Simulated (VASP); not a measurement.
# Al (Fm-3m) in VASP: further runs, part 2 of 2

VASP 6.6.1.

## (3) Relaxation of cell and atoms, PBE

This run uses another cell than the first one, of 16.64 Å³/atom, 1.002 times its volume.

File INCAR:

```
PREC = Accurate
ENCUT = 520
EDIFF = 1E-7
ISMEAR = 0
SIGMA = 1.0
LREAL = F
LASPH = T
NELM = 100
ALGO = Fast
ISIF = 3
LWAVE = F
LCHARG = F
GGA = PE
IBRION = 2
NSW = 80
EDIFFG = -0.002
```

File KPOINTS:

```
Automatic mesh
0
Gamma
  18 18 18
```

File POSCAR:

```
Al                                      
1.0
   -0.0000000000      2.0262837810      2.0262837810
    2.0262837810     -0.0000000000      2.0262837810
    2.0262837810      2.0262837810      0.0000000000
  Al            
     1
Direct
     0.0000000000000000    0.0000000000000000    0.0000000000000000
```

Potentials or basis: VASP PAW PBE potentials, release 64 (Al).

Command:

```bash
$ cat potpaw_PBE.64/Al/POTCAR > POTCAR
$ mpirun -np 1 vasp_std > vasp.out
```

OUTCAR:

```text
PREC = Accurate
   ENCUT = 520
   EDIFF = 1E-7
   ISMEAR = 0
   LREAL = F
   LASPH = T
   NELM = 100
   ISIF = 3
   GGA = PE
   IBRION = 2
   NSW = 80
   EDIFFG = -0.002

 ion  position               nearest neighbor table
   1  0.000  0.000  0.000-

  LATTYP: Found a face centered cubic cell.
 ALAT       =     4.0525675620

  Lattice vectors:

 A1 = (   0.0000000000,   2.0262837810,   2.0262837810)
 A2 = (   2.0262837810,   0.0000000000,   2.0262837810)
 A3 = (   2.0262837810,   2.0262837810,   0.0000000000)

Analysis of symmetry for initial positions (statically):
=====================================================================
 Subroutine PRICEL returns:
 Original cell was already a primitive cell.

 Routine SETGRP: Setting up the symmetry group for a
 face centered cubic supercell.

 Subroutine GETGRP returns: Found 48 space group operations
 (whereof 48 operations were pure point group operations)
 out of a pool of 48 trial point group operations.

The static configuration has the point symmetry O_h .

Analysis of symmetry for dynamics (positions and initial velocities):
=====================================================================
 Subroutine PRICEL returns:
 Original cell was already a primitive cell.

 Routine SETGRP: Setting up the symmetry group for a
 face centered cubic supercell.

 Subroutine GETGRP returns: Found 48 space group operations
 (whereof 48 operations were pure point group operations)
 out of a pool of 48 trial point group operations.

The dynamic configuration has the point symmetry O_h .

 Subroutine INISYM returns: Found 48 space group operations
 (whereof 48 operations are pure point group operations),
 and found     1 'primitive' translations

[... 111 lines left out ...]
     AMIX     =   0.40;   BMIX     =  1.00
     AMIX_MAG =   1.60;   BMIX_MAG =  1.00
  volume/ion in A,a.u.               =      16.64       112.29
  Fermi-wavevector in a.u.,A,eV,Ry     =   0.924851  1.747714 11.637728  0.855349
  Thomas-Fermi vector in A             =   2.050641
   LORBIT       =      0    0 simple, 1 ext, 2 COOP (PROOUT), +10 PAW based schemes
   GGA     = PE    functional components
   LHFCALC =     F    Hartree Fock is set to
   AEXX    =    0.0000 exact exchange contribution
   IVDW    =     0    specifies the selected vdW correction
   LEPSILON=     F    determine dielectric tensor
   LRPA    =     F    only Hartree local field effects (RPA)
 conjugate gradient relaxation of ions
 non-spin polarized calculation
 RMM-DIIS sequential band-by-band and
 Gauss-broadening in eV      SIGMA  =   1.00
  energy-cutoff  :      520.00
  volume of cell :       16.64
 maximum number of plane-waves:       464
 NGX is ok and might be reduce to    24
   NGX = 11   NGY = 11   NGZ = 11

 number of electron       3.0000000 magnetization

 Free energy of the ion-electron system (eV)
  ---------------------------------------------------
  ext. energy  EPLUGINS =         0.00000000
  ---------------------------------------------------
  free energy    TOTEN  =        -3.84701679 eV

  energy without entropy =       -3.64455904  energy(sigma->0) =       -3.74578791

 E-fermi :   7.9007     XC(G=0): -10.1662

 val. band max:        7.8941272952   @ k =  -0.3889   0.3889   0.1667
 cond. band min:       7.9008445238   @ k =  -0.2778   0.2778   0.0556
 fundamental gap:      0.0067172286
 Fermi energy:         7.9007049781

 k-point     1 :       0.0000    0.0000    0.0000
  band No.  band energies     occupation
      1      -3.1638      2.00000
      2      20.4855      0.00000
      3      20.4855      0.00000
      4      20.4855      0.00000
      5      21.9143      0.00000
[... 177 lines left out ...]
 k-point    24 :      -0.2222    0.0556    0.0000
  band No.  band energies     occupation
      1      -1.5316      2.00000
      2      11.7348      0.00000
      3      17.1449      0.00000
      4      19.9813      0.00000
      5      21.7206      0.00000

 [... further k-points ...]

------------------------ aborting loop because EDIFF is reached ----------------------------------------

  FORCE on cell =-STRESS in cart. coord.  units (eV):
  Direction    XX          YY          ZZ          XY          YZ          ZX
  --------------------------------------------------------------------------------------
  -------------------------------------------------------------------------------------
  Total        0.0000019      0.0000019      0.0000019      0.0000000      0.0000000     -0.0000000
  in kB        0.0001830      0.0001830      0.0001830      0.0000000      0.0000000     -0.0000000
  external PRESSURE =       0.0001830 kB  Pullay stress =       0.0000000 kB

 VOLUME and BASIS-vectors are now :
 -----------------------------------------------------------------------------
  energy-cutoff  :      520.00
  volume of cell :       16.64
      direct lattice vectors                 reciprocal lattice vectors
     0.000000000  2.026283781  2.026283781    -0.246757145  0.246757145  0.246757145
     2.026283781  0.000000000  2.026283781     0.246757145 -0.246757145  0.246757145
     2.026283781  2.026283781  0.000000000     0.246757145  0.246757145 -0.246757145

 POSITION                                       TOTAL-FORCE (eV/Angst)
 -----------------------------------------------------------------------------------
      0.00000      0.00000      0.00000         0.000000      0.000000      0.000000
 -----------------------------------------------------------------------------------
    total drift:                               -0.000000      0.000000      0.000000

  FREE ENERGIE OF THE ION-ELECTRON SYSTEM (eV)
  ---------------------------------------------------
  free  energy   TOTEN  =        -3.8470167870 eV

  energy  without entropy=       -3.6445590400  energy(sigma->0) =       -3.74578791

 reached required accuracy - stopping structural energy minimisation
```

OSZICAR:

```text
N       E                     dE             d eps       ncg     rms          rms(c)
DAV:   1    -0.159998250815E+01   -0.16000E+01   -0.86926E+02  2000   0.330E+02
DAV:   2    -0.384441022635E+01   -0.22444E+01   -0.20835E+01  2505   0.311E+01
DAV:   3    -0.386915102317E+01   -0.24741E-01   -0.24485E-01  2590   0.369E+00
DAV:   4    -0.386923947083E+01   -0.88448E-04   -0.88442E-04  2680   0.221E-01
DAV:   5    -0.386923999981E+01   -0.52898E-06   -0.52854E-06  2630   0.137E-02    0.128E+00
RMM:   6    -0.385638536517E+01    0.12855E-01   -0.13097E-03  1950   0.308E-01    0.754E-01
RMM:   7    -0.384700495916E+01    0.93804E-02   -0.41688E-03  1950   0.527E-01    0.121E-01
RMM:   8    -0.384701577882E+01   -0.10820E-04   -0.13380E-04  1950   0.117E-01    0.222E-02
RMM:   9    -0.384701758333E+01   -0.18045E-05   -0.23739E-05  1950   0.462E-02    0.117E-02
RMM:  10    -0.384701756521E+01    0.18123E-07   -0.57735E-06  1950   0.246E-02    0.975E-03
RMM:  11    -0.384701685210E+01    0.71311E-06   -0.12772E-06  1946   0.966E-03    0.352E-03
RMM:  12    -0.384701678703E+01    0.65068E-07   -0.42663E-07  1929   0.626E-03
   1 F= -.38470168E+01 E0= -.37457879E+01  d E =-.384702E+01
```

It took 8.4 s on 1 thread of Intel Xeon Platinum 8488C (Sapphire Rapids), shared host; peak memory 0.14 GiB.

Results:

| Property | Result |
| --- | --- |
| Free energy | -3.8470 eV |
| Pressure after relaxing | 0.0 GPa |
| Band gap on the k mesh | none (metal or under the smearing width) |

Final structure:
```
Al
1.0
     0.00000    2.02628    2.02628
     2.02628    0.00000    2.02628
     2.02628    2.02628    0.00000
Al
1
Direct
  0.00000 0.00000 0.00000
```

Caveat: the relaxation stopped at its first step, so nothing moved.
